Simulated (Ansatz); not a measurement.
**CdS: the cell at several levels of theory**

Aim: relax CdS in the h-MgO structure with PBE, r2SCAN, PBEsol and LDA and see how far the functionals disagree on the cell. This is a trial cell built on a prototype, not taken from a measured structure, and it needn't be the compound's ground state.

Program: Ansatz 0.2.0. PAW datasets, plane waves, zero pressure. The cell comes from a prototype generator: it can be a known phase or a hypothetical one. Spin polarisation is off.

## (1) Starting point

This is the cell as the run starts from it, not yet at rest; its lengths are not the crystal's.

Space group P6_3/mmc (No. 194), hexagonal; a = 4.170 Å, c = 5.213 Å in the conventional setting, 19.63 Å³ an atom. Near Cd stand 5 S at 2.41–2.61 Å; near S stand 5 Cd at 2.41–2.61 Å.

Structure file:

Space group P6_3/mmc (No. 194). a = 4.170 Å, b = 4.170 Å, c = 5.213 Å, α = 90.00°, β = 90.00°, γ = 120.00°
| atom | site | symmetry | x | y | z |
| --- | --- | --- | --- | --- | --- |
| Cd | 2c | -6m2 | 0.3333 | 0.6667 | 0.2500 |
| S | 2d | -6m2 | 0.6667 | 0.3333 | 0.2500 |

## (2) PBE: cell and atoms

Contents of input.yaml:

```yaml
crystal:
  lattice:
    - [4.1703125788, 0.0, 0.0]
    - [-2.0851562894, 3.611596635, 0.0]
    - [0.0, 0.0, 5.2126137]
  atoms:
    - { symbol: Cd, position: [0.3333333333, 0.6666666667, 0.25] }
    - { symbol: Cd, position: [0.6666666667, 0.3333333333, 0.75] }
    - { symbol: S, position: [0.6666666667, 0.3333333333, 0.25] }
    - { symbol: S, position: [0.3333333333, 0.6666666667, 0.75] }
kpoints:
  mp_grid: { grid: [6, 6, 4] }
hamiltonian:
  xc: pbe
scf:
  occupations: { method: fermi_dirac, width: 0.02 }
relax:
  f_tol: 0.005
  cell: {}
```

Further steps of the session: Relaxation with r2SCAN; Relaxing with PBEsol; Relaxation with LDA.

What does the calculation give? Wanted: for each run, a; c; volume; space group; SCF geometries.

As calculated:

| level | a (Å) | c (Å) | volume (Å³/atom) | space group | SCF geometries |
| --- | --- | --- | --- | --- | --- |
| PBE | 4.432 | 5.831 | 24.802 | P6_3/mmc | 10 |
| r2SCAN | 4.409 | 5.748 | 24.187 | P6_3/mmc | 5 |
| PBEsol | 4.373 | 5.674 | 23.495 | P6_3/mmc | 5 |
| LDA | 4.326 | 5.605 | 22.713 | P6_3/mmc | 5 |

From the start to the first minimum the volume moved by +26.4 %. LDA gives the smallest cell and PBE the largest; they differ by 9.2 % in volume, a mean of 3.0 % in length.
